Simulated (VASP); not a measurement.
Input of a VASP 6.6.1 run:

Contents of INCAR:

```
SYSTEM = Al
PREC = Accurate ; ENCUT = 520
EDIFF = 1E-7 ; ISMEAR = -1
SIGMA = 0.05 ; LREAL = .FALSE.
LASPH = .TRUE. ; NELM = 100
ALGO = Normal ; ISIF = 2
LWAVE = .FALSE. ; LCHARG = .FALSE.
METAGGA = R2SCAN ; LMIXTAU = .TRUE.
```

KPOINTS

```
regular mesh
0
G
  11 11 11
  0 0 0
```

The input POSCAR:

```
Al
1.0
   -0.0204552100      1.9706540500      2.0438328400
    2.0026569100      0.0099662700      2.0134113600
    2.0592944800      1.9968701300     -0.0466712900
Al
1
Direct
    0.0000000000      0.0000000000      0.0000000000
```

Potentials or basis: VASP PAW PBE potentials, release 64 (Al).

Launch:

```console
$ cat potpaw_PBE.64/Al/POTCAR > POTCAR
$ mpirun -np 1 vasp_std > vasp.out
```

Problem. Estimate the band gap on the k mesh.

Solution. None (metal or under the smearing width).

Problem. Predict the pressure.

Solution. -3.3 GPa.

Stress tensor (GPa, compression positive):
```
-3.38 -1.39  1.58
-1.39 -2.48  0.76
 1.58  0.76 -4.10
```

Caveat: the PAW data sets were made with another functional, which shifts forces and pressure a little.
